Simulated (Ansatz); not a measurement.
`Oc1ccccc1` and `FC(F)(F)Cc1ccccc1` differ in one atom or group.

Ansatz, PBE0-D4/def2-TZVP geometries, multiplicity 1. Each molecule was computed in one conformer, which needn't be the lowest.

```
                             property  `Oc1ccccc1`
LUMO energy (ωB97M-V/def2-TZVPP) / eV         1.76
HOMO–LUMO gap (B3LYP/def2-TZVPP) / eV         5.88
  LUMO energy (B3LYP/def2-TZVPP) / eV        -0.45
 HOMO–LUMO gap (PBE0/def2-TZVPP) / eV         6.28
    HOMO energy (PBE/def2-TZVPP) / eV        -5.48
   HOMO energy (PBE0/def2-TZVPP) / eV        -6.53
```

(1) Give the same properties after the change, and the shifts. (Best estimate.)

Results:

(1) Ansatz gave: 
```tsv
property	`FC(F)(F)Cc1ccccc1`	shift
LUMO energy (ωB97M-V/def2-TZVPP) / eV	1.47	-0.29
HOMO–LUMO gap (B3LYP/def2-TZVPP) / eV	6.50	0.62
LUMO energy (B3LYP/def2-TZVPP) / eV	-0.72	-0.27
HOMO–LUMO gap (PBE0/def2-TZVPP) / eV	6.91	0.63
HOMO energy (PBE/def2-TZVPP) / eV	-6.43	-0.95
HOMO energy (PBE0/def2-TZVPP) / eV	-7.43	-0.90
```

With PBE0 the HOMO falls by 0.90 eV and the LUMO falls by 0.28 eV, so the gap widens by about 0.62 eV. PBE moves the HOMO by -0.95 eV and ωB97M-V by -0.91 eV.

B3LYP here is the variant with VWN-RPA as its local correlation; programs differ in this.

Positive LUMOs are unbound, so they and the gaps depend on the basis.
